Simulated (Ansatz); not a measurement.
**Te2Pt (Moncheite) in Ansatz: the effect of functional**

The system is Te2Pt (Moncheite).

```xyz
3
Lattice="4.0628 0.0000 0.0000 -2.0314 3.5185 0.0000 0.0000 0.0000 5.2694" Properties=species:S:1:pos:R:3 pbc="T T T"
Pt    0.0000    0.0000    0.0000
Te    2.0314    1.1728    3.9521
Te    0.0000    2.3456    1.3174
```

The cell isn't the ideal one: volume scaled by 1.04.

Alike in all runs:

- Program: Ansatz 0.2.0
- Task: single point
- Potentials or basis: Ansatz PAW
- k mesh: 8 × 8 × 5
- Occupations: fermi-dirac, width 0.05 eV
- Spin: no spin polarisation

| functional | cutoff | pressure (GPa) | largest force (eV/Å) |
| --- | --- | --- | --- |
| LDA | 420 eV (not typed: the program's choice for these potentials) | -2.4 | 0.16 |
| PBEsol | 420 eV (not typed: the program's choice for these potentials) | ? | ? |
| r2SCAN | 500 eV (not typed: the program's choice for these potentials) | 2.2 | 0.39 |

**Question.** What does the run with functional PBEsol give?

**Answer.** Pressure -0.4 GPa; largest force 0.29 eV/Å.

Caveats: the PAW data sets come from PBE, with cores solved anew for the run's functional, which leaves a small shift of forces and pressure.

Runs at the PBE level aren't shown here.
